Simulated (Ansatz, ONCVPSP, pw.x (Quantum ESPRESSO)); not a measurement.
Equation-of-state test of one ONCV potential (promethium (Pm))

Pm (Z = 61), optimised norm-conserving Vanderbilt (ONCV), made with ONCVPSP 4.0.1 (PBE, scalar-relativistic). Core [Kr] 4d10, reference 4f5 5s2 5p6 6s1 (charge +1). Waves: 5s+6s: rc 2.40 bohr, ncon 4, nbas 7, qcut 4.1 1/bohr, 2 projectors; 5p: rc 2.60 bohr, ncon 4, nbas 8, qcut 4.6 1/bohr, 2 projectors, debl 3.5 Ha; d scattering state at 0.27 Ha: rc 2.05 bohr, ncon 3, nbas 8, qcut 4.1 1/bohr, 2 projectors, debl 4 Ha; 4f: rc 1.70 bohr, ncon 5, nbas 10, qcut 11.8 1/bohr, 2 projectors, debl 1.8 Ha. Local part: polynomial inside 1.60 bohr (lpopt 2, dvloc0 4 Ha). Core correction: Teter function, fcfact 2, rcfact 1.05.

In the d channel the program set the typed energies aside and used 0.050, 4.050 Ha.

Atomic tests: cutoffs needed: 55 Ha and 60 Ha (the cutoffs (Ha) at which the residual kinetic energy of the hardest occupied pseudo-wave falls to 1 and 0.1 mHa per electron); ghost test: no bound ghost flagged; no localised positive-energy state flagged; configuration tests: tests left out (the all-electron energies of this program are off by 10 to 40 meV for near-neutral 4f atoms).

Crystal test: bcc Pm in pw.x 7.5, no spin, 12³ k-points, Fermi–Dirac smearing 0.01 Ry, cutoffs 140/560 Ry. The lattice is a test structure that the element need not adopt, and mesh and smearing are coarse. Spin polarisation and strong correlation are left out, which matters for this element.

pw.x input:

```
&control
  calculation='scf', prefix='x', pseudo_dir='./', outdir='./tmp', tstress=.true., disk_io='none'
/
&system
  ibrav=0, nat=1, ntyp=1, ecutwfc=140, ecutrho=560, nbnd=15,
  occupations='smearing', smearing='fd', degauss=0.01
/
&electrons
  conv_thr=1e-09, mixing_beta=0.4, electron_maxstep=70
/
ATOMIC_SPECIES
Pm 1.0 Pm.UPF
CELL_PARAMETERS angstrom
  -1.87556427 1.87556427 1.87556427
  1.87556427 -1.87556427 1.87556427
  1.87556427 1.87556427 -1.87556427
ATOMIC_POSITIONS crystal
Pm 0.0000 0.0000 0.0000
K_POINTS automatic
12 12 12 0 0 0
```

```bash
pw.x < Pm.scf.in > Pm.scf.out
```

Task: How does the run end?

Result: It converges; the pressure is -0.99 GPa against -0.08 GPa from all-electron LAPW. This is a poor potential for the solid. Atomic configuration tests: tests left out (the all-electron energies of this program are off by 10 to 40 meV for near-neutral 4f atoms). The log shows:

```
     scf convergence threshold =      1.0E-09
     Exchange-correlation= PBE
     number of k points=    72  Fermi-Dirac smearing, width (Ry)=  0.0100
     iteration #  1     ecut=   140.00 Ry     beta= 0.40
     total energy              =    -134.12784939 Ry
     estimated scf accuracy    <      12.78225232 Ry
     iteration #  2     ecut=   140.00 Ry     beta= 0.40
     total energy              =    -137.72211336 Ry
     estimated scf accuracy    <      10.26393135 Ry
     iteration #  3     ecut=   140.00 Ry     beta= 0.40
     total energy              =    -138.16127363 Ry
     estimated scf accuracy    <       0.30704565 Ry
     iteration #  4     ecut=   140.00 Ry     beta= 0.40
     total energy              =    -138.00749924 Ry
     estimated scf accuracy    <       1.28046370 Ry
     [... 16 iterations left out ...]
     iteration # 21     ecut=   140.00 Ry     beta= 0.40
     total energy              =    -138.26473220 Ry
     estimated scf accuracy    <       0.00000079 Ry
     iteration # 22     ecut=   140.00 Ry     beta= 0.40
     total energy              =    -138.26473239 Ry
     estimated scf accuracy    <       0.00000024 Ry
     iteration # 23     ecut=   140.00 Ry     beta= 0.40
     total energy              =    -138.26473242 Ry
     estimated scf accuracy    <          3.3E-09 Ry
     iteration # 24     ecut=   140.00 Ry     beta= 0.40
     the Fermi energy is    15.3764 ev
!    total energy              =    -138.26473242 Ry
     estimated scf accuracy    <          9.5E-10 Ry
     smearing contrib. (-TS)   =      -0.05984545 Ry
     The total energy is F=E-TS. E is the sum of the following terms:
     one-electron contribution =     -31.15846458 Ry
     hartree contribution      =      27.84107975 Ry
     xc contribution           =     -19.37430074 Ry
     ewald contribution        =    -115.51320139 Ry
     convergence has been achieved in  24 iterations
          total   stress  (Ry/bohr**3)                   (kbar)     P=       -9.92
     Message from routine punch:
     Nothing written, as per user request (disk_io='none')
```
